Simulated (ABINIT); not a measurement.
Crystal: BN.

```
CELL_PARAMETERS angstrom
0.00000 1.81300 1.81300
1.81300 0.00000 1.81300
1.81300 1.81300 0.00000
ATOMIC_POSITIONS crystal
N 0.25000 0.25000 0.25000
B 0.00000 0.00000 0.00000
```

The cell is a database's computed one.

Base run:

- Program: ABINIT 10.8.3 (patched build)
- Functional: PBE
- Potentials or basis: JTH PAW PBE v2.0
- Cutoff: 844 eV
- k mesh: 13 × 13 × 13
- Occupations: fermi-dirac, width 0.05 eV
- Spin: no spin polarisation

Its results: band gap on the k mesh 4.52 eV, indirect (least direct gap 8.76 eV); pressure -0.6 GPa.

Task: The run is repeated on the same cell with these changes: functional from PBE to SCAN. What comes out?

Result: Band gap on the k mesh 5.01 eV, indirect (least direct gap 9.43 eV); pressure -4.5 GPa.

SCAN gives the wider gap, since meta-GGAs in the generalised Kohn-Sham scheme recover part of the derivative discontinuity.

Caveats: an odd mesh through Γ misses points on the zone boundary, where band edges often lie; the PAW data sets were made with another functional, which shifts forces and pressure a little (some runs).
